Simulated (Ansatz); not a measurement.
# PbSe2 (I4/mcm) in Ansatz: relaxation of cell and atoms with PBEsol

Aim: the relaxation of cell and atoms of PbSe2 with PBEsol.

Program: Ansatz 0.2.0. These are calculated values, not measurements. Logs are shortened: lines on timing, memory, paths and dates and some standing lists are left out, and cuts for length are marked.

### Step 1. Starting point

It takes space group I4/mcm (No. 140, tetragonal). Conventional cell: a = 6.477 Å, b = 6.477 Å, c = 7.804 Å, α = 90.00°, β = 90.00°, γ = 90.00°. Pb (site symmetry 422) is surrounded by 8 Se at 3.20 Å. Se (site symmetry m2m) has 1 Se at 2.38 Å as nearest neighbours.

The cell comes from a database or a generator and needn't be the stable form of this composition.

### Step 2. Relaxation of cell and atoms, PBEsol

input.yaml

```yaml
crystal:
  lattice:
    - [-3.23863296, 3.23863296, 3.90219629]
    - [3.23863296, -3.23863296, 3.90219629]
    - [3.23863296, 3.23863296, -3.90219629]
  atoms:
    - { symbol: Pb, position: [0.75, 0.75, 0.0] }
    - { symbol: Pb, position: [0.25, 0.25, 0.0] }
    - { symbol: Se, position: [0.129816735, 0.370183265, 0.5] }
    - { symbol: Se, position: [0.870183265, 0.629816735, 0.5] }
    - { symbol: Se, position: [0.370183265, 0.870183265, 0.24036653] }
    - { symbol: Se, position: [0.629816735, 0.129816735, 0.75963347] }
hamiltonian:
  xc: pbesol
  pseudopotentials: { kind: paw }
kpoints:
  mp_grid: { grid: [6, 6, 6] }
scf:
  occupations: { method: fermi_dirac, width: 0.05 }
output:
  forces: true
  stress: true
  eigenvalues: true
relax:
  f_tol: 0.01
  max_steps: 40
  cell: { stress_tol: 0.05 }
```

Potentials or basis: Ansatz PAW.

Command:

```console
$ ansatz run input.yaml --threads 2 --pin off --max-ram 5632MiB --backend cpu --events-out ev --progress --plain --runs-dir out
```

Log:

```text
Warning: RAYON_NUM_THREADS=2 ignored (pool sized by the plan → 2); use --threads N
Engine: ansatz 0.2.0, x86_64-unknown-linux-gnu
Pseudopotentials: kind: paw
Pseudopotential: Pb, paw, valence charge 14, recommended cutoff 420 eV (normal), Pb.paw.azcp
Pseudopotential: Se, paw, valence charge 16, recommended cutoff 420 eV (normal), Se.paw.azcp
Functional definition: PBEsol
  exchange = pbesol_x
  correlation = pbesol_c
Crystal: 6 atoms, lattice volume = 163.717 Å³
Basis set: ecut = 420 eV, 3157 PW (Γ), exchange–correlation on 90×90×90 points (8 copies of the dense FFT grid, shifted against one another)
Bands: 56, of which v1, the nominal top of the filled ones, is band 46 counted from 1 (45 counted from 0)
Symmetry: 16 space group operations
Space group: I4/mcm (ITA 140), of the structure as read, at distance tolerance 5.5e-5 Å
k-points: 30 of 216
Non-local potential: Pb, projectors of the file, l = 0: 2, l = 1: 2, l = 2: 2, l = 3: 2
Non-local potential: Se, projectors of the file, l = 0: 2, l = 1: 2, l = 2: 3, l = 3: 1
PAW form: soft (Blöchl's): semilocal exchange-correlation on the pseudo side does not see the compensation charge
PAW frozen core: Pb, regenerated for the run's functional, and the local potential with it (the file was generated under x = pbe(κ = 0.804, μ = 0.2195149727645171), c = pbe(β = 0.06672455060314922))
PAW frozen core: Se, regenerated for the run's functional, and the local potential with it (the file was generated under x = pbe(κ = 0.804, μ = 0.2195149727645171), c = pbe(β = 0.06672455060314922))
PAW one-centre angular grid: Pb, 590 points (default); XC on 64 Gauss nodes
PAW one-centre angular grid: Se, 590 points (default); XC on 64 Gauss nodes
Initial density: superposition of atomic densities (neutral atoms: chi_scale 0, normalization atom), corrected by the library's trained network
Initial wavefunctions: pseudopotential atomic-orbital guess
Functional: x = pbesol(κ = 0.804, μ = 0.12345679012345678), c = pbesol(β = 0.046)
SCF iter   1: F=—  HF=-45208.567662 eV  |F-HF|=—  |Δ(HF+E_count)|=         —  Δρ=2.32e-3  dr2=1.12e-2  ethr=1.77e-3  ⟨swp⟩=7.0  Hψ=6483  notcnv=0  defer=11
preconditioner: auto → Kerker (q_TF=auto, 2.478 Å⁻¹)  [metal: Δε(μ)=0.032 eV  Ē_g=13.612 eV  σ=0.050 eV  W_gap=0.16  n_scr=42 (ndim 8)  ℏωp=20.9 eV  f_vac=0.012  D(μ)=0.37/eV (n_scr^D=0)]
[... 76 lines left out ...]
  E_vxc        = -658.201327  (∫ρ·V_xc dr)
  E_paw        = -27979.563808  (= ΣΔE_a)
  E_vpaw       = 205.443530  (= ΣTr[D̂ρ^β])
  E_aug_tail   = -0.002305  (compensation charges beyond the density's cutoff)
  E_ewald      = -9666.196020
  E_core_change = 4.158035  (= ΣΔE_core)
  E_smearing   = -0.002940  (= −TS)
  E_closure    = 0.000000  (closes the sum)
  Σ components = -45208.613021   (vs F -45208.613021, Δ=0.00e0)
--- Forces (eV/Å), atoms counted from 1 ---
  atom   1  Pb     0.00000000    -0.00000000     0.00000000
  atom   2  Pb    -0.00000000     0.00000000     0.00000000
  atom   3  Se    -0.00131975     0.00131975     0.00000000
  atom   4  Se     0.00131975    -0.00131975     0.00000000
  atom   5  Se    -0.00131975    -0.00131975     0.00000000
  atom   6  Se     0.00131975     0.00131975     0.00000000
  max |Σ_I F_I| component: 2.60e-18 eV/Å
--- Stress (GPa, compression-positive) ---
       -0.004907       0.000000       0.000000
        0.000000      -0.004907      -0.000000
        0.000000       0.000000      -0.009029
  P = ⅓ Tr σ = -0.0063 GPa (-0.063 kbar)
--- Band table (eV; the first three rows and the last of 30) ---
  k-point 0: bands = ["-38.7398", "-38.7392", "-38.6643", "-38.6643", "-38.6574", "-38.6574", "-38.6392", "-38.6389", "-38.6350", "-38.6345", "-38.6165", "-38.6165", "-38.4598", "-38.4598", "-38.4584", "-38.4579", "-38.4578", "-38.4575", "-38.4559", "-38.4559", "-7.5768", "-7.5768", "-7.5719", "-7.5263", "-7.4910", "-7.4858", "-7.4858", "-7.4796", "-7.4652", "-7.4443", "-5.6674", "-4.3797", "-2.1591", "-2.1591", "1.1394", "1.8382", "4.5050", "4.6666", "5.2080", "5.2080", "6.0449", "6.0843", "6.0843", "6.4043", "6.6268", "9.4160", "11.6370", "11.6370", "12.9032", "12.9032", "13.5812", "13.7113", "13.7113", "14.1201", "14.4903", "16.1903"]
  k-point 1: bands = ["-38.7398", "-38.7393", "-38.6643", "-38.6643", "-38.6574", "-38.6574", "-38.6392", "-38.6390", "-38.6349", "-38.6345", "-38.6165", "-38.6165", "-38.4598", "-38.4598", "-38.4584", "-38.4580", "-38.4578", "-38.4575", "-38.4559", "-38.4559", "-7.5856", "-7.5704", "-7.5666", "-7.5187", "-7.4899", "-7.4870", "-7.4855", "-7.4828", "-7.4705", "-7.4457", "-5.5435", "-4.4570", "-2.2862", "-2.2175", "1.1318", "1.6625", "4.2649", "4.5847", "5.1995", "5.7968", "6.1674", "6.2524", "6.5518", "6.6432", "7.0994", "8.6894", "11.1996", "11.6995", "12.0218", "12.7857", "13.3819", "13.4417", "13.7523", "14.3970", "14.5812", "16.0235"]
  k-point 2: bands = ["-38.7396", "-38.7395", "-38.6643", "-38.6643", "-38.6574", "-38.6573", "-38.6391", "-38.6390", "-38.6348", "-38.6347", "-38.6165", "-38.6165", "-38.4598", "-38.4598", "-38.4583", "-38.4581", "-38.4577", "-38.4576", "-38.4559", "-38.4559", "-7.6019", "-7.5678", "-7.5452", "-7.5047", "-7.4941", "-7.4899", "-7.4850", "-7.4829", "-7.4821", "-7.4473", "-5.2365", "-4.5908", "-2.7067", "-2.3312", "1.3598", "1.3768", "4.4665", "4.6442", "4.7833", "5.3921", "6.7384", "6.9326", "7.3373", "7.7634", "7.9129", "7.9905", "10.3940", "11.5904", "11.6050", "12.0084", "12.1860", "12.2865", "14.0671", "14.4425", "14.5424", "16.3580"]
  k-point 29: bands = ["-38.7399", "-38.7392", "-38.6643", "-38.6643", "-38.6574", "-38.6574", "-38.6392", "-38.6390", "-38.6350", "-38.6345", "-38.6165", "-38.6165", "-38.4598", "-38.4598", "-38.4583", "-38.4580", "-38.4578", "-38.4576", "-38.4559", "-38.4559", "-7.5608", "-7.5396", "-7.5396", "-7.5295", "-7.5041", "-7.4948", "-7.4948", "-7.4722", "-7.4698", "-7.4586", "-5.1858", "-4.5029", "-2.4822", "-2.4822", "0.3030", "0.5362", "4.6752", "4.6835", "5.5582", "5.5582", "7.2675", "7.3771", "8.0952", "8.0952", "9.5267", "9.5623", "10.8718", "10.8718", "10.9610", "11.7567", "11.7567", "12.3059", "12.6484", "12.6484", "14.4063", "14.5355"]
--- Relaxed structure (4 steps of the walk, 4 accepted, 1 SCFs on fresh bases) ---
  F+E_penalty+E_count = -45208.61302100 eV   max|allowed force component| = 1.320e-3 eV/Å   (the final SCF, on the basis selected at the relaxed cell)
  cell:  # Å, volume = 157.0510 Å³
    - [-3.1899156037831253, 3.1899156037831253, 3.8585332878604444]
    - [3.1899156037831253, -3.1899156037831253, 3.8585332878604444]
    - [3.1899156037831253, 3.1899156037831253, -3.8585332878604444]
  atoms:
    - { symbol: Pb, position: [0.75, 0.75, -1.4227790830188493e-19] }
    - { symbol: Pb, position: [0.24999999999999997, 0.24999999999999997, -1.4227790830188505e-19] }
    - { symbol: Se, position: [0.13238312852969145, 0.3676168714703085, 0.5] }
    - { symbol: Se, position: [0.8676168714703085, 0.6323831285296915, 0.49999999999999994] }
    - { symbol: Se, position: [0.3676168714703085, 0.8676168714703085, 0.23523374294061705] }
    - { symbol: Se, position: [0.6323831285296915, 0.13238312852969145, 0.764766257059383] }
```

It took 24 s on 2 threads of Intel Xeon 6975P-C (Granite Rapids), shared host; peak memory 0.63 GiB.

Results:

```
Free energy                            : -45208.6130 eV
Relaxed volume                         : 26.18 Å³/atom
Relaxed cell                           : a = 5.936 Å, b = 5.936 Å, c = 5.936 Å, α = 114.99°, β = 114.99°, γ = 98.92°
Space group after relaxing (to 0.05 Å) : I4/mcm (No. 140)
Energy gained by relaxing              : 8.2 meV/atom
Ionic steps                            : 5
Pressure after relaxing                : 0.0 GPa
Band gap on the k mesh                 : none (metal or under the smearing width)
```

Step by step:
```
step  energy change (eV)  largest force (eV/Å)  volume (Å³)
   1              0.0000                0.1756       163.72
   2             -0.0255                0.0010       152.59
   3             -0.0494                0.0086       157.41
   4             -0.0496                0.0018       157.05
   5             -0.0489                0.0019       157.05
```

Final structure:
```xyz
6
Lattice="-3.1899 3.1899 3.8585 3.1899 -3.1899 3.8585 3.1899 3.1899 -3.8585" Properties=species:S:1:pos:R:3 pbc="T T T"
Pb    0.0000    0.0000    5.7878
Pb    0.0000    0.0000    1.9293
Se    2.3453    0.8446    0.0000
Se    0.8446    2.3453    3.8585
Se    2.3453   -0.8446    3.8585
Se    0.8446    4.0345    0.0000
```

Levels at points of the mesh, in eV from the Fermi level:
```tsv
k point	band 44	band 45	band 46	band 47	band 48	band 49
(0.00, 0.00, 0.00)	-3.07	-2.85	-0.06	2.16	2.16	3.42
(0.00, 0.00, -0.50)	-1.38	-1.35	-0.37	1.26	1.37	1.72
(0.00, -0.50, 0.00)	-2.23	-0.88	-0.88	0.50	0.50	2.51
(-0.50, -0.50, -0.50)	-1.38	0.05	0.08	1.39	1.39	1.48
```

Caveat: the plane-wave basis is chosen anew once the cell has moved, so the energies of steps on either side of that aren't comparable; the PAW data sets come from PBE, with cores solved anew for the run's functional, which leaves a small shift of forces and pressure.

### Step 3. The reference run

An earlier run on the cell as given: functional PBEsol; potentials or basis Ansatz PAW; cutoff 420 eV (not typed: the program's choice for these potentials); k mesh 6 × 6 × 6; occupations fermi-dirac, width 0.05 eV; no spin polarisation.

- Pressure: -1.9 GPa
- Largest force: 0.176 eV/Å
- Band gap on the k mesh: none (metal or under the smearing width)
